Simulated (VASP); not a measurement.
Input of a VASP 6.6.1 run:

INCAR

```
PREC = Accurate ; ENCUT = 520
EDIFF = 1E-7 ; ISMEAR = 0
SIGMA = 0.03 ; LREAL = False
LASPH = True ; NELM = 80
ALGO = Fast ; ISIF = 2
LWAVE = False ; LCHARG = False
GGA = PS ; NBANDS = 16
KPAR = 2
```

Contents of KPOINTS:

```
Automatic mesh
0
Gamma
  6 6 6
```

POSCAR

```
GaAs                                    
1.0
    0.0000000000      2.8313993251      2.8313993251
    2.8313993251      0.0000000000      2.8313993251
    2.8313993251      2.8313993251      0.0000000000
  Ga              As            
     1     1
Direct
     0.0000000000000000    0.0000000000000000    0.0000000000000000
     0.2500000000000000    0.2500000000000000    0.2500000000000000
```

Contents of KPOINTS_OPT:

```
explicit points
9
Reciprocal
 0.0000000000  0.0000000000  0.0000000000 1
 0.3750000000  0.3750000000  0.7500000000 1
 0.5000000000  0.5000000000  0.5000000000 1
 0.6250000000  0.2500000000  0.6250000000 1
 0.5000000000  0.2500000000  0.7500000000 1
 0.5000000000  0.0000000000  0.5000000000 1
 0.4000000000  0.0000000000  0.4000000000 1
 0.4250000000  0.0000000000  0.4250000000 1
 0.4500000000  0.0000000000  0.4500000000 1
```

Potentials or basis: VASP PAW PBE potentials, release 64 (Ga_d, As).

The run is started by

```sh
$ cat potpaw_PBE.64/Ga_d/POTCAR potpaw_PBE.64/As/POTCAR > POTCAR
$ mpirun -np 2 vasp_std > vasp.out
```

**Question.** Predict the band gap along the path.

**Answer.** 0.42 eV, direct.

**Question.** What does it give for the band gap on the k mesh?

**Answer.** 0.42 eV, direct.

**Question.** What does it give for the pressure?

**Answer.** 0.0 GPa.

Caveat: the PAW data sets were made with another functional, which shifts forces and pressure a little.

**Experimental background.**

From “Evidence of valence band perturbations in GaAsN/GaAs(001): A combined variable-angle spectroscopic ellipsometry and modulated photoreflectance investigation”, 2008, arxiv:0805.2212, for a bulk crystal of GaAs at 300 K: band gap 1.418 ± 0.005 eV (direct).

Against the measured gap of GaAs, 1.418 eV (direct; 300 K; “Evidence of valence band perturbations in GaAsN/GaAs(001): A combined variable-angle spectroscopic ellipsometry and modulated photoreflectance investigation”, 2008, arxiv:0805.2212), the calculated 0.42 eV is off by -1.00 eV. So large a miss can be the level of theory's own, or it may mean another phase, state or a wrong row. 3 values of this kind are on record (1.412 to 1.51 eV); this one was drawn at random among those near their median, those with a stated uncertainty first. Spin-orbit coupling on As, Ga is left out. The value is that of PBEsol, without temperature or zero-point motion. Semilocal functionals fall short of measured gaps as a rule.
